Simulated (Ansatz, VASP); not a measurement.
**Mg: VASP beside Ansatz**

The input INCAR:

```
SYSTEM = Mg
PREC = Accurate ; ENCUT = 520
EDIFF = 1E-7 ; ISMEAR = -1
SIGMA = 0.05 ; LREAL = .False.
LASPH = .True. ; NELM = 60
ALGO = Normal ; ISIF = 2
LWAVE = .False. ; LCHARG = .False.
GGA = CA ; NBANDS = 9
```

The input KPOINTS:

```
Automatic mesh
0
Gamma
  12 12 7
  0 0 0
```

Contents of POSCAR:

```
Mg
1.0
    3.2305256058      0.0000000000      0.0000000000
   -1.6152628028      2.7977172422      0.0000000000
    0.0000000000      0.0000000000      5.2448365023
Mg
2
Direct
    0.3333333333      0.6666666667      0.2500000000
    0.6666666667      0.3333333333      0.7500000000
```

Input for Ansatz:

```yaml
crystal:
  lattice:
    - [3.2305256058, 0.0, 0.0]
    - [-1.6152628028, 2.7977172422, 0.0]
    - [0.0, 0.0, 5.2448365023]
  atoms:
    - { symbol: Mg, position: [0.3333333333, 0.6666666667, 0.25] }
    - { symbol: Mg, position: [0.6666666667, 0.3333333333, 0.75] }
kpoints:
  mp_grid: { grid: [12, 12, 7] }
  band_path:
    path:
      - [0.0, 0.0, 0.0]
      - [0.5, 0.0, 0.0]
      - [0.3333333333, 0.3333333333, 0.0]
      - [0.0, 0.0, 0.0]
      - [0.0, 0.0, 0.5]
      - [0.5, 0.0, 0.5]
      - [0.3333333333, 0.3333333333, 0.5]
      - [0.0, 0.0, 0.5]
      - [0.5, 0.0, 0.5]
    npoints: 5
scf:
  occupations: { method: fermi_dirac, width: 0.05 }
hamiltonian:
  xc: lda
  pseudopotentials: { kind: all_electron, lapw: { basis_error: 0.001 } }
output:
  forces: true
  stress: true
  eigenvalues: true
```

Change from the starting cell: volume scaled by 1.02.

Alike in both runs: task single point; functional LDA; k mesh 12 × 12 × 7; occupations fermi-dirac, width 0.05 eV; no spin polarisation.

|  | VASP | Ansatz |
| --- | --- | --- |
| version | VASP 6.6.1 | Ansatz 0.2.0 |
| potentials or method | VASP PAW LDA potentials, release 64 (Mg) | all-electron LAPW, scalar-relativistic |
| plane-wave cutoff (eV) | 520 | see its input |

Ansatz gave:

```
pressure (GPa)                                  : -3.0
largest component of the traceless stress (GPa) : 0.58
```

Problem. What did VASP give for the same quantities?

Solution. Pressure (GPa): -3.4; largest component of the traceless stress (GPa): 0.58.

Ansatz ran all-electron here, so the differences hold the error of VASP's frozen core and of both bases.
